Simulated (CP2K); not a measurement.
# ZnS (Wurtzite-2H) (P6_3mc) in CP2K: a series of runs

The runs below take ZnS (Wurtzite-2H) through single point, with PBE.

Program: CP2K 2026.2. These are calculated values, not measurements. Logs are shortened: lines on timing, memory, paths and dates and some standing lists are left out, and cuts for length are marked.

## Step 1: The cell of the first run

The structure is hexagonal, space group P6_3mc (No. 186). The conventional cell has a = 3.811 Å, b = 3.811 Å, c = 6.359 Å, α = 90.00°, β = 90.00°, γ = 120.00°. Around Zn (site symmetry 3m) lie 4 S at 2.32 to 2.45 Å. S (site symmetry 3m) has 4 Zn at 2.32 to 2.45 Å as nearest neighbours.

## Step 2: Single point, PBE (strain_c = 0.02)

zns_scf.inp reads:

```
&GLOBAL
  PROJECT zns_scf
  RUN_TYPE ENERGY_FORCE
  PRINT_LEVEL LOW
&END GLOBAL
&FORCE_EVAL
  METHOD QS
  STRESS_TENSOR ANALYTICAL
  &DFT
    BASIS_SET_FILE_NAME BASIS_MOLOPT_UZH
    POTENTIAL_FILE_NAME POTENTIAL_UZH
    &MGRID
      CUTOFF 450
      REL_CUTOFF 60
      NGRIDS 4
    &END MGRID
    &QS
      METHOD GPW
      EPS_DEFAULT 1.0E-9
    &END QS
    &KPOINTS
      SCHEME MONKHORST-PACK 8 8 5
      GAMMA_CENTERED T
      SYMMETRY T
      SYMMETRY_BACKEND SPGLIB
    &END KPOINTS
    &SCF
      SCF_GUESS ATOMIC
      EPS_SCF 1.0E-6
      MAX_SCF 100
      ADDED_MOS 14
      CHOLESKY OFF
      EPS_EIGVAL 1.0E-7
      &DIAGONALIZATION ON
        ALGORITHM STANDARD
      &END DIAGONALIZATION
      &MIXING ON
        METHOD BROYDEN_MIXING
        ALPHA 0.4
        BETA 1.5
        NBUFFER 8
      &END MIXING
      &SMEAR ON
        METHOD FERMI_DIRAC
        ELECTRONIC_TEMPERATURE [K] 580.226
      &END SMEAR
    &END SCF
    &XC
      &XC_FUNCTIONAL
        &GGA_X_PBE
        &END GGA_X_PBE
        &GGA_C_PBE
        &END GGA_C_PBE
      &END XC_FUNCTIONAL
    &END XC
    &PRINT
      &KPOINTS ON
      &END KPOINTS
      &MULLIKEN ON
      &END MULLIKEN
      &MO ON
        ENERGIES T
        OCCUPATION_NUMBERS T
        &EACH
          QS_SCF 0
        &END EACH
        ADD_LAST NUMERIC
      &END MO
      &E_DENSITY_CUBE ON
        STRIDE 1
      &END E_DENSITY_CUBE
      &V_HARTREE_CUBE ON
        STRIDE 1
      &END V_HARTREE_CUBE
      &ELF_CUBE ON
        STRIDE 1
      &END ELF_CUBE
    &END PRINT
  &END DFT
  &SUBSYS
    &CELL
      A 3.8110000000 0.0000000000 0.0000000000
      B -1.9055000000 3.3004228138 0.0000000000
      C 0.0000000000 0.0000000000 6.3586800000
      PERIODIC XYZ
    &END CELL
    &COORD
      SCALED
      Zn  0.6666666667 0.3333333333 0.5000000000
      Zn  0.3333333333 0.6666666667 0.0000000000
      S   0.6666666667 0.3333333333 0.8850000000
      S   0.3333333333 0.6666666667 0.3850000000
    &END COORD
    &KIND Zn
      BASIS_SET TZVP-MOLOPT-PBE-GTH-q12
      POTENTIAL GTH-PBE-q12
    &END KIND
    &KIND S
      BASIS_SET TZVP-MOLOPT-PBE-GTH-q6
      POTENTIAL GTH-PBE-q6
    &END KIND
    &PRINT
      &ATOMIC_COORDINATES ON
      &END ATOMIC_COORDINATES
      &CELL ON
      &END CELL
    &END PRINT
  &END SUBSYS
  &PRINT
    &FORCES ON
    &END FORCES
    &STRESS_TENSOR ON
    &END STRESS_TENSOR
  &END PRINT
&END FORCE_EVAL
```

Potentials or basis: POTENTIAL_UZH Zn GTH-PBE-q12, S GTH-PBE-q6; TZVP-MOLOPT-PBE-GTH basis.

Run with:

```
$ OMP_NUM_THREADS=1 cp2k.psmp -i zns_scf.inp -o zns_scf.out
```

zns_scf.out:

```text

 CP2K| version string:                                       CP2K version 2026.2
 CP2K| Input file name                                               zns_scf.inp

 GLOBAL| Force Environment number                                              1
 GLOBAL| Basis set file name                                    BASIS_MOLOPT_UZH
 GLOBAL| Potential file name                                       POTENTIAL_UZH
 GLOBAL| MM Potential file name                                     MM_POTENTIAL
 GLOBAL| Coordinate file name                                      __STD_INPUT__
 GLOBAL| Method name                                                        CP2K
 GLOBAL| Project name                                                    zns_scf
 GLOBAL| Run type                                                   ENERGY_FORCE
 GLOBAL| FFT library                                                       FFTW3
[... 8 lines left out ...]
 GLOBAL| CPU model name                                                  UNKNOWN

 CELL| Volume [angstrom^3]:                                            79.978913
 CELL| Vector a [angstrom]:       3.811     0.000     0.000   |a| =     3.811000
 CELL| Vector b [angstrom]:      -1.906     3.300     0.000   |b| =     3.811000
 CELL| Vector c [angstrom]:       0.000     0.000     6.359   |c| =     6.358680
 CELL| Angle (b,c), alpha [degree]:                                    90.000000
 CELL| Angle (a,c), beta  [degree]:                                    90.000000
 CELL| Angle (a,b), gamma [degree]:                                   120.000000
 CELL| Numerically orthorhombic:                                              NO
 CELL| Periodicity                                                           XYZ

 CELL_REF| Volume [angstrom^3]:                                        79.978913
 CELL_REF| Vector a [angstrom     3.811     0.000     0.000   |a| =     3.811000
 CELL_REF| Vector b [angstrom    -1.906     3.300     0.000   |b| =     3.811000
 CELL_REF| Vector c [angstrom     0.000     0.000     6.359   |c| =     6.358680
 CELL_REF| Angle (b,c), alpha [degree]:                                90.000000
 CELL_REF| Angle (a,c), beta  [degree]:                                90.000000
 CELL_REF| Angle (a,b), gamma [degree]:                               120.000000
 CELL_REF| Numerically orthorhombic:                                          NO
 CELL_REF| Periodicity                                                       XYZ
[... 10 lines left out ...]

  Total number of            - Atomic kinds:                                   2
                             - Atoms:                                          4
                             - Shell sets:                                     4
                             - Shells:                                        34
                             - Primitive Cartesian functions:                 20
                             - Cartesian basis functions:                    116
                             - Spherical basis functions:                    102

  Maximum angular momentum of- Orbital basis functions:                        3
                             - Local part of the GTH pseudopotential:          0
                             - Non-local part of the GTH pseudopotential:      4

 MODULE QUICKSTEP: ATOMIC COORDINATES IN ANGSTROM

   Atom Kind Element         X             Y             Z       Z(eff)     Mass
      1    1 Zn   30      1.905500      1.100141      3.179340  12.0000  65.3800
      2    1 Zn   30     -0.000000      2.200282      0.000000  12.0000  65.3800
      3    2 S    16      1.905500      1.100141      5.627432   6.0000  32.0650
      4    2 S    16     -0.000000      2.200282      2.448092   6.0000  32.0650

 SCF PARAMETERS         Density guess:                                    ATOMIC
[... 9 lines left out ...]
                        --------------------------------------------------------
                        level_shift [a.u.]:                             0.000000
                        added MOs                                        14    0
                        --------------------------------------------------------
                        Mixing method:                            BROYDEN_MIXING
[... 11 lines left out ...]
 *******************************************************************************
 BRILLOUIN| K-point scheme                                        Monkhorst-Pack
 BRILLOUIN| K-Point grid                                             8    8    5
 BRILLOUIN| Gamma-centered k-point mesh                                     ON
 BRILLOUIN| K-point symmetry accuracy                               0.100000E-05
 BRILLOUIN| K-Point point group symmetrization                                ON
 BRILLOUIN| Symmetry backend                                             SPGLIB
 BRILLOUIN| Symmetry reduction method                                    SPGLIB
[... 52 lines left out ...]
  Self energy of the core charge distribution:               -207.90703237349445
  Core Hamiltonian energy:                                     61.87005661388375
  Hartree energy:                                              26.95072845115391
  Exchange-correlation energy:                                -22.59258342800946
  Electronic entropic energy:                                  -0.00000000000162
  Fermi energy:                                                 0.15076058601402

  Total energy:                                              -141.67883073324867
  Total energy (extrapolated to T->0):                       -141.67883073324788

 MO| EIGENVALUES AND OCCUPATION NUMBERS FOR K POINT 1
 MO|
 MO|  Index      Eigenvalue [a.u.]        Eigenvalue [eV]             Occupation
 MO|      1              -0.326075              -8.872942               2.000000
 MO|      2              -0.324623              -8.833431               2.000000
 MO|      3              -0.115063              -3.131016               2.000000
 MO|      4              -0.112911              -3.072478               2.000000
 MO|      5              -0.112768              -3.068584               2.000000
 MO|      6              -0.111317              -3.029079               2.000000
[... 24 lines left out ...]
 MO|     31               0.693656              18.875332               0.000000
 MO|     32               0.711715              19.366755               0.000000
 MO| Sum:                                                              36.000000
 MO| E(Fermi):            0.150761 a.u.          4.102404 eV
 MO| Band gap:            0.206069 a.u.          5.607415 eV

 MO| EIGENVALUES AND OCCUPATION NUMBERS FOR K POINT 2
 MO|
 MO|  Index      Eigenvalue [a.u.]        Eigenvalue [eV]             Occupation
 MO|      1              -0.327475              -8.911039               2.000000
 MO|      2              -0.323692              -8.808118               2.000000
 MO|      3              -0.116775              -3.177599               2.000000
 MO|      4              -0.112599              -3.063974               2.000000
 MO|      5              -0.110543              -3.008040               2.000000
 MO|      6              -0.109434              -2.977846               2.000000
[... 459 lines left out ...]
 MO| EIGENVALUES AND OCCUPATION NUMBERS FOR K POINT 14
 MO|
 MO|  Index      Eigenvalue [a.u.]        Eigenvalue [eV]             Occupation
 MO|      1              -0.333152              -9.065536               2.000000
 MO|      2              -0.323654              -8.807076               2.000000
 MO|      3              -0.116876              -3.180348               2.000000
 MO|      4              -0.113987              -3.101744               2.000000
 MO|      5              -0.111294              -3.028464               2.000000
 MO|      6              -0.110672              -3.011542               2.000000
[... 24 lines left out ...]
 MO|     31               0.655248              17.830207               0.000000
 MO|     32               0.669776              18.225533               0.000000
 MO| Sum:                                                              36.000000
 MO| E(Fermi):            0.150761 a.u.          4.102404 eV
 MO| Band gap:            0.217599 a.u.          5.921164 eV

 [... the levels of further k-points ...]

 The electron density is written in Cube    file format to the file:

 zns_scf-ELECTRON_DENSITY-1_0.cube

 !-----------------------------------------------------------------------------!
                     Mulliken Population Analysis

 #  Atom  Element  Kind  Atomic population                           Net charge
       1     Zn       1         11.592574                              0.407426
       2     Zn       1         11.592918                              0.407082
       3     S        2          6.407121                             -0.407121
       4     S        2          6.407388                             -0.407388
 # Total charge                             36.000000                  0.000000

 !-----------------------------------------------------------------------------!

               ----- ELF is computed on the real space grid -----

 ELF is written in Cube    file format to the file:

 zns_scf-ELF_S1-1_0.cube

 ENERGY| Total FORCE_EVAL ( QS ) energy [hartree]           -141.678829208434081

 FORCES| Atomic forces [hartree/bohr]
 FORCES|   Atom     x               y               z               |f|
 FORCES|      1  1.05954798E-06 -6.24165864E-07  6.12712843E-03   6.12712855E-03
 FORCES|      2 -1.05535085E-06  6.11865656E-07  8.29967886E-03   8.29967895E-03
 FORCES|      3  9.78419106E-07 -5.75796974E-07 -7.71447956E-03   7.71447965E-03
 FORCES|      4 -9.79048993E-07  5.86040679E-07 -7.72947370E-03   7.72947379E-03
 FORCES| Sum     3.56724863E-09 -2.05650354E-09 -1.01714599E-03
 FORCES| Total atomic force                                       1.01714599E-03

 STRESS| Analytical stress tensor [bar]
 STRESS|                        x                   y                   z
 STRESS|      x        2.80147030939E+04   4.39488223704E+00  -5.06579198643E-05
 STRESS|      y        4.39488223704E+00   2.80188335686E+04  -2.97515588467E-02
 STRESS|      z       -5.06579198643E-05  -2.97515588467E-02  -1.19177512605E+04
 STRESS| 1/3 Trace                                             1.47052618007E+04
 STRESS| Determinant                                          -9.35471114312E+12

 STRESS| Eigenvectors and eigenvalues of the analytical stress tensor [bar]
 STRESS|                        1                   2                   3
 STRESS| Eigenvalues  -1.19177512605E+04   2.80119123870E+04   2.80216242756E+04
 STRESS|      x           0.000000001187      0.844186257495      0.536049962836
 STRESS|      y           0.000000744970     -0.536049962836      0.844186257495
 STRESS|      z           1.000000000000      0.000000398339     -0.000000629529
```

Run time: 71 s. Hardware: 1 thread of Arm Neoverse V2, shared host; peak memory 0.45 GiB.

Results:

```
Free energy            : -3855.2770 eV
Pressure               : 1.5 GPa
Largest force          : 0.427 eV/Å
Band gap on the k mesh : 2.11 eV, direct
Mulliken charges       : Zn +0.41; S -0.41 e
```

Forces on the atoms (eV/Å):
```
Zn   0.000  0.000  0.315
Zn   0.000  0.000  0.427
S    0.000  0.000 -0.397
S    0.000  0.000 -0.397
```

Stress tensor (GPa, compression positive):
```
 2.80  0.00  0.00
 0.00  2.80  0.00
 0.00  0.00 -1.19
```

Caveat: Mulliken charges move with the basis; the basis of atomic orbitals isn't converged, which shifts pressures, moduli and gaps.

## Step 3: Single point, PBE (strain_c = -0.04)

Edit zns_scf.inp of step 2 so:

```diff
@@ -83,3 +83,3 @@
       B -1.9055000000 3.3004228138 0.0000000000
-      C 0.0000000000 0.0000000000 6.3586800000
+      C 0.0000000000 0.0000000000 5.9846400000
       PERIODIC XYZ
```

Potentials or basis: POTENTIAL_UZH Zn GTH-PBE-q12, S GTH-PBE-q6; TZVP-MOLOPT-PBE-GTH basis.

Run with:

```
$ OMP_NUM_THREADS=1 cp2k.psmp -i zns_scf.inp -o zns_scf.out
```

Wall time 76 s (1 thread of Arm Neoverse V2, shared host); peak memory 0.46 GiB.

Results (log left out):

- Free energy: -3855.1758 eV
- Pressure: 6.2 GPa
- Largest force: 0.077 eV/Å
- Band gap on the k mesh: 2.34 eV, direct
- Mulliken charges: Zn +0.37; S -0.37 e

Forces on the atoms (eV/Å):
```
Zn   0.000  0.000  0.077
Zn   0.000  0.000  0.077
S    0.000  0.000 -0.058
S    0.000  0.000 -0.058
```

Stress tensor (GPa, compression positive):
```
4.96 0.00 0.00
0.00 4.96 0.00
0.00 0.00 8.82
```

Levels at points of the mesh, in eV from the valence-band top:
| k point | band 15 | band 16 | band 17 | band 18 | band 19 | band 20 | band 21 | band 22 |
| --- | --- | --- | --- | --- | --- | --- | --- | --- |
| (0.00, 0.00, 0.00) | -1.17 | -0.12 | -0.12 | 0.00 | 2.34 | 2.68 | 6.04 | 6.04 |
| (0.00, 0.50, 0.00) | -3.48 | -2.61 | -1.78 | -1.08 | 3.36 | 4.35 | 5.31 | 7.06 |

Caveat: Mulliken charges move with the basis; an odd mesh through Γ misses points on the zone boundary, where band edges often lie; the basis of atomic orbitals isn't converged, which shifts pressures, moduli and gaps.

## Step 4: Single point, PBE (strain_c = 0.04)

Edit zns_scf.inp of step 3 so:

```diff
@@ -83,3 +83,3 @@
       B -1.9055000000 3.3004228138 0.0000000000
-      C 0.0000000000 0.0000000000 5.9846400000
+      C 0.0000000000 0.0000000000 6.4833600000
       PERIODIC XYZ
```

Run with:

```
$ OMP_NUM_THREADS=1 cp2k.psmp -i zns_scf.inp -o zns_scf.out
```

It took 72 s on 1 thread of Arm Neoverse V2, shared host; peak memory 0.47 GiB.

It converged, with:

```
Free energy            : -3855.2463 eV
Pressure               : 0.3 GPa
Largest force          : 0.424 eV/Å
Band gap on the k mesh : 1.99 eV, direct
Mulliken charges       : Zn +0.42; S -0.42 e
```

Forces in eV/Å, atoms in the order of the input:
```
Zn   0.000  0.000  0.424
Zn   0.000  0.000  0.424
S    0.000  0.000 -0.415
S    0.000  0.000 -0.415
```

Stress tensor (GPa, compression positive):
```
 2.20  0.00  0.00
 0.00  2.20  0.00
 0.00  0.00 -3.52
```

Levels at points of the mesh, in eV from the valence-band top:
| k point | band 15 | band 16 | band 17 | band 18 | band 19 | band 20 | band 21 | band 22 |
| --- | --- | --- | --- | --- | --- | --- | --- | --- |
| (0.00, 0.00, 0.00) | -0.70 | -0.11 | 0.00 | 0.00 | 1.99 | 3.15 | 6.29 | 6.50 |
| (0.00, 0.50, 0.00) | -2.96 | -2.04 | -1.46 | -0.99 | 3.81 | 4.04 | 5.08 | 6.90 |

Caveat: Mulliken charges move with the basis; the basis of atomic orbitals isn't converged, which shifts pressures, moduli and gaps.

## Step 5: Single point, PBE (strain_c = 0.06)

Edit zns_scf.inp of step 4 so:

```diff
@@ -83,3 +83,3 @@
       B -1.9055000000 3.3004228138 0.0000000000
-      C 0.0000000000 0.0000000000 6.4833600000
+      C 0.0000000000 0.0000000000 6.6080400000
       PERIODIC XYZ
```

Run with:

```
$ OMP_NUM_THREADS=1 cp2k.psmp -i zns_scf.inp -o zns_scf.out
```

It took 75 s on 1 thread of Arm Neoverse V2, shared host; peak memory 0.47 GiB.

The run converged. Its results:

* Free energy: -3855.2031 eV
* Pressure: -0.7 GPa
* Largest force: 0.415 eV/Å
* Band gap on the k mesh: 1.87 eV, direct
* Mulliken charges: Zn +0.43; S -0.43 e

Forces on the atoms (eV/Å):
```
Zn   0.000  0.000  0.415
Zn   0.000  0.000  0.415
S    0.000  0.000 -0.401
S    0.000  0.000 -0.401
```

Stress tensor (GPa, compression positive):
```
 1.64  0.00  0.00
 0.00  1.64  0.00
 0.00  0.00 -5.23
```

Levels at points of the mesh, in eV from the valence-band top:
| k point | band 14 | band 15 | band 16 | band 17 | band 18 | band 19 | band 20 | band 21 | band 22 | band 23 |
| --- | --- | --- | --- | --- | --- | --- | --- | --- | --- | --- |
| (0.00, 0.00, 0.00) | -0.63 | -0.63 | -0.19 | 0.00 | 0.00 | 1.87 | 3.22 | 6.14 | 6.57 | 6.57 |
| (0.00, 0.50, 0.00) | -4.21 | -2.86 | -1.95 | -1.42 | -1.00 | 3.87 | 3.92 | 5.01 | 6.63 | 7.45 |

Caveat: Mulliken charges move with the basis; the basis of atomic orbitals isn't converged, which shifts pressures, moduli and gaps.

## Step 6: Overview

```csv
cell,gap on the mesh (eV),pressure (GPa),largest force (eV/Å)
strain_c = 0.02,2.11,1.5,0.43
strain_c = -0.04,2.34,6.2,0.08
strain_c = 0.04,1.99,0.3,0.42
strain_c = 0.06,1.87,-0.7,0.42
```

Alike in all rows: task single point; level PBE; potentials or basis POTENTIAL_UZH Zn GTH-PBE-q12, S GTH-PBE-q6; TZVP-MOLOPT-PBE-GTH basis; no spin polarisation; k mesh 8 × 8 × 5; smearing fermi-dirac 0.05 eV.

Caveats: the basis of atomic orbitals isn't converged, which shifts pressures, moduli and gaps; an odd mesh through Γ misses points on the zone boundary, where band edges often lie (some runs).

Absolute energies hang on the potentials; compare differences alone.
